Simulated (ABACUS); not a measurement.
HfO2:

```
Hf O
1.0
     0.00000    2.55750    2.55750
     2.55750    0.00000    2.55750
     2.55750    2.55750    0.00000
Hf O
1 2
Direct
  0.00000 0.00000 0.00000
  0.75000 0.75000 0.75000
  0.25000 0.25000 0.25000
```

Measurements of this composition are mostly on another form, of space group No. 14.

Base run:

```yaml
Program: ABACUS 3.10.1
Functional: PBE
Potentials_or_basis: PseudoDojo NC SR 0.4.1 PBE standard
Cutoff: 1143 eV
Density_cutoff: 4572 eV
Basis: plane waves
k_mesh: 9 × 9 × 9
Occupations: fermi-dirac, width 0.05 eV
Spin: no spin polarisation
```

Its results: band gap on the k mesh 3.87 eV, indirect (least direct gap 3.99 eV); pressure -4.9 GPa.

Question: The run is repeated on the same cell with these changes: cutoff from 1143 eV to 1361 eV; density cutoff from 4572 eV to 5442 eV; basis from plane waves to TZDP LCAO (the cutoffs set its grid). What comes out?

Answer: Band gap on the k mesh 3.85 eV, indirect (least direct gap 3.97 eV); pressure -3.7 GPa.

Caveats: spin-orbit coupling is left out, which moves the levels of the heavy elements; an odd mesh through Γ misses points on the zone boundary, where band edges often lie; the atomic orbitals were generated for these runs and aren't a published set (some runs); the basis of atomic orbitals isn't converged, which shifts pressures, moduli and gaps (some runs).

Not every run made on this cell is shown here.
